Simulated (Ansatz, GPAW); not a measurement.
Given: the input of a run of GPAW 26.7.0 (ASE script) on KF (Carobbiite). 

File run.py:

```python
from ase.dft.bandgap import bandgap
from ase.io import read, write
from ase.units import GPa
from gpaw import GPAW, PW

atoms = read('POSCAR')

calc = GPAW(mode=PW(800),
            xc='LDA',
            kpts={'size': (9, 9, 9), 'gamma': True},
            occupations={'name': 'methfessel-paxton', 'order': 0, 'width': 0.05},
            nbands=16,
            convergence={'density': 1e-05, 'energy': 1e-05},
            maxiter=150,
            txt='gpaw.txt')
atoms.calc = calc
energy = atoms.get_potential_energy()
forces = atoms.get_forces()
stress = atoms.get_stress()
calc.write('gs.gpw')
write('result.traj', atoms)
print(f'Energy: {energy:.6f} eV')
print('Forces (eV/A):')
print(forces.round(4))
print('Stress (GPa):', (stress / GPa).round(3))
print('Fermi level:', round(calc.get_fermi_level(), 4), 'eV')
print(f'Gap: {bandgap(calc)[0]:.4f} eV, direct: {bandgap(calc, direct=True)[0]:.4f} eV')
```

File POSCAR:

```
KF
1.0
    0.0000000000      2.6718500000      2.6718500000
    2.6718500000      0.0000000000      2.6718500000
    2.6718500000      2.6718500000      0.0000000000
K F
1 1
Direct
    0.0000000000      0.0000000000      0.0000000000
    0.5000000000      0.5000000000      0.5000000000
```

Potentials or basis: the program's PAW data sets (release 1.2.1) made for this functional, pw.

Command:

```console
$ OMP_NUM_THREADS=1 python run.py
```

Problem. Translate it to Ansatz 0.2.0. Potentials or basis there: Ansatz PAW, cutoff 420 eV.

Solution. As run (cutoffs and basis follow the program's own potentials, and thresholds, step limits or extra output files can differ):

Contents of input.yaml:

```yaml
crystal:
  lattice:
    - [0.0, 2.67185, 2.67185]
    - [2.67185, 0.0, 2.67185]
    - [2.67185, 2.67185, 0.0]
  atoms:
    - { symbol: K, position: [0.0, 0.0, 0.0] }
    - { symbol: F, position: [0.5, 0.5, 0.5] }
hamiltonian:
  xc: lda
  pseudopotentials: { kind: paw }
kpoints:
  mp_grid: { grid: [9, 9, 9] }
scf:
  occupations: { method: gaussian, width: 0.05 }
output:
  forces: true
  stress: true
  eigenvalues: true
```

Potentials or basis: Ansatz PAW.

Run with:

```sh
$ ansatz run input.yaml --threads 1 --pin off --max-ram 3584MiB --backend cpu --events-out ev --progress --plain --runs-dir out
```

Both were run:

|  | GPAW | Ansatz |
| --- | --- | --- |
| Pressure | -4.3 GPa | -3.5 GPa |

Ansatz's pressure holds a Pulay term of +0.45 GPa for its cutoff of 420 eV, which the other run lacks.

Ansatz's potentials were made for PBE.

Where Ansatz's input types no cutoff or centring, it takes its own default and a Γ-centred mesh.

The two programs' LDA may be different fits to the electron gas.

Pressure is positive in compression.
